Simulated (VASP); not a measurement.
Runs of VASP 6.6.1 on SnTe. All rows change the cell; the cell of one of them follows. Symmetry: P4/mmm, No. 123, tetragonal system. The conventional cell has a = 3.905 Å, b = 3.905 Å, c = 4.217 Å, α = 90.00°, β = 90.00°, γ = 90.00°. Around Sn (site symmetry 4/mmm) lie 8 Te at 3.47 Å and 4 Sn at 3.90 Å. Te (site symmetry 4/mmm) is surrounded by 8 Sn at 3.47 Å and 4 Te at 3.90 Å. Measurements of this composition are mostly on another form, of space group No. 225.

```csv
cell,gap on the mesh (eV),pressure (GPa)
"strain +0.000 along x and y, +0.080 along z, atoms carried along",none,(a)
"strain -0.080 along x and y, -0.080 along z, atoms carried along",none,13.0
"strain -0.080 along x and y, +0.080 along z, atoms carried along",none,1.5
"strain -0.080 along x and y, -0.040 along z, atoms carried along",none,9.2
```

Alike in all rows: task single point; level PBE+D3(BJ); potentials or basis VASP PAW PBE potentials, release 64 (Sn_d, Te); no spin polarisation; k mesh 12 × 12 × 12; cutoff (eV) 520; smearing gaussian 0.15 eV.

Problem. Estimate the missing entries.

Solution. (a) -3.4.

Caveats: pairwise dispersion overbinds metals, which lowers pressure and volume.

A k mesh can miss the band edges, and the runs leave out spin-orbit coupling on Sn, Te.

A gap of «none» marks a metal or a gap under the smearing width.
